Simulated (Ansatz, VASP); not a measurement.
Ca in VASP and in Ansatz

```
CELL_PARAMETERS angstrom
-2.19049 2.19049 2.19049
2.19049 -2.19049 2.19049
2.19049 2.19049 -2.19049
ATOMIC_POSITIONS crystal
Ca 0.00000 0.00000 0.00000
```

Alike in both runs: functional PBE; k mesh 14 × 14 × 14; occupations gaussian, width 0.1 eV; no spin polarisation.

Ansatz relaxed the structure, and its values are those at the end. VASP's run is a single point on that final structure, the one shown.

|  | VASP | Ansatz |
| --- | --- | --- |
| version | VASP 6.6.1 | Ansatz 0.2.0 |
| potentials or method | VASP PAW PBE potentials, release 64 (Ca_sv) | scalar-relativistic, plane waves, PAW |
| plane-wave cutoff (eV) | 520 | 420 |
| valence electrons in the cell | 10 | 10 |

```csv
,VASP,Ansatz,Ansatz less VASP
gap on the k mesh at the Fermi level (eV),none,none,-
pressure (GPa),0.1,0.0,-0.02
```

A gap of «none» marks a metal or a gap that the smearing closes.
